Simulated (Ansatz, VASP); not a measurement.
Given: the input of a run of Ansatz 0.2.0 on TiAl3.

Contents of input.yaml:

```yaml
crystal:
  lattice:
    - [-1.9237634764, 1.9237634764, 4.3090184209]
    - [1.9237634764, -1.9237634764, 4.3090184209]
    - [1.9237634764, 1.9237634764, -4.3090184209]
  atoms:
    - { symbol: Ti, position: [0.0, 0.0, 0.0] }
    - { symbol: Al, position: [0.25, 0.75, 0.5] }
    - { symbol: Al, position: [0.75, 0.25, 0.5] }
    - { symbol: Al, position: [0.5, 0.5, 0.0] }
hamiltonian:
  xc: pbe
  pseudopotentials: { kind: paw }
kpoints:
  mp_grid: { grid: [10, 10, 10] }
scf:
  occupations: { method: fermi_dirac, width: 0.05 }
output:
  forces: true
  stress: true
  eigenvalues: true
```

Potentials or basis: Ansatz PAW.

Command:

```sh
$ ansatz run input.yaml --threads 1 --pin off --max-ram 3584MiB --backend cpu --events-out ev --progress --plain --runs-dir out
```

Problem. Translate it to VASP 6.6.1. Potentials there: VASP PAW PBE potentials, release 64 (Ti_sv, Al).

Solution. As run (the cutoff follows the program's own potentials):

Contents of INCAR:

```
PREC = Accurate
ENCUT = 520
EDIFF = 1E-7
ISMEAR = -1
SIGMA = 0.05
LREAL = False
LASPH = True
NELM = 60
ALGO = Normal
ISIF = 2
LWAVE = False
LCHARG = False
GGA = PE
NBANDS = 18
```

The input KPOINTS:

```
regular mesh
0
Gamma
  10 10 10
```

POSCAR

```
TiAl3
1.0
   -1.9237634764      1.9237634764      4.3090184209
    1.9237634764     -1.9237634764      4.3090184209
    1.9237634764      1.9237634764     -4.3090184209
Ti Al
1 3
Direct
    0.0000000000      0.0000000000      0.0000000000
    0.2500000000      0.7500000000      0.5000000000
    0.7500000000      0.2500000000      0.5000000000
    0.5000000000      0.5000000000      0.0000000000
```

Potentials or basis: VASP PAW PBE potentials, release 64 (Ti_sv, Al).

Command:

```sh
$ cat potpaw_PBE.64/Ti_sv/POTCAR potpaw_PBE.64/Al/POTCAR > POTCAR
$ mpirun -np 1 vasp_std > vasp.out
```

Both were run:

|  | VASP | Ansatz | Ansatz less VASP |
| --- | --- | --- | --- |
| gap on the k mesh at the Fermi level (eV) | none | none | - |
| pressure (GPa) | -0.1 | -0.1 | +0.02 |

A gap of «none» marks a metal or a gap that the smearing closes.
